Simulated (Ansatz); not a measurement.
TiB2:

```xyz
3
Lattice="3.0292 0.0000 0.0000 -1.5146 2.6234 0.0000 0.0000 0.0000 3.2284" Properties=species:S:1:pos:R:3 pbc="T T T"
Ti    0.0000    0.0000    0.0000
B     1.5146    0.8745    1.6142
B     0.0000    1.7489    1.6142
```

```yaml
Program: Ansatz 0.2.0
Task: relaxation of cell and atoms
Functional: BLYP
Potentials_or_basis: Ansatz PAW
Cutoff: "420 eV (not typed: the program's choice for these potentials)"
k_mesh: 10 × 10 × 8
Occupations: fermi-dirac, width 0.05 eV
Spin: no spin polarisation
```

At the start: volume 8.55 Å³/atom.

**Question.** How do energy, volume and symmetry change on relaxing?

**Answer.** It ends after 7 steps and the volume is 8.80 Å³/atom (+2.9 %); space group P6/mmm (No. 191, to 0.05 Å).

The path:
```
step  energy change (eV)  largest force (eV/Å)  volume (Å³)
   1              0.0000                0.0000        25.66
   2             -0.0167                0.0000        26.25
   3             -0.0173                0.0000        26.40
   4             -0.0173                0.0000        26.39
   5             -0.0188                0.0000        26.39
   6             -0.0188                0.0000        26.40
   7             -0.0188                0.0000        26.40
```

Final structure:
```yaml
crystal:
  lattice:
    - [3.04226, 0.00000, 0.00000]
    - [-1.52113, 2.63468, 0.00000]
    - [0.00000, 0.00000, 3.29368]
  atoms:
    - { symbol: Ti, position: [0.00000, 0.00000, 0.00000] }
    - { symbol: B, position: [0.66667, 0.33333, 0.50000] }
    - { symbol: B, position: [0.33333, 0.66667, 0.50000] }
```

Caveat: the plane-wave basis is chosen anew once the cell has moved, so the energies of steps on either side of that aren't comparable; the PAW data sets come from PBE, with cores solved anew for the run's functional, which leaves a small shift of forces and pressure.
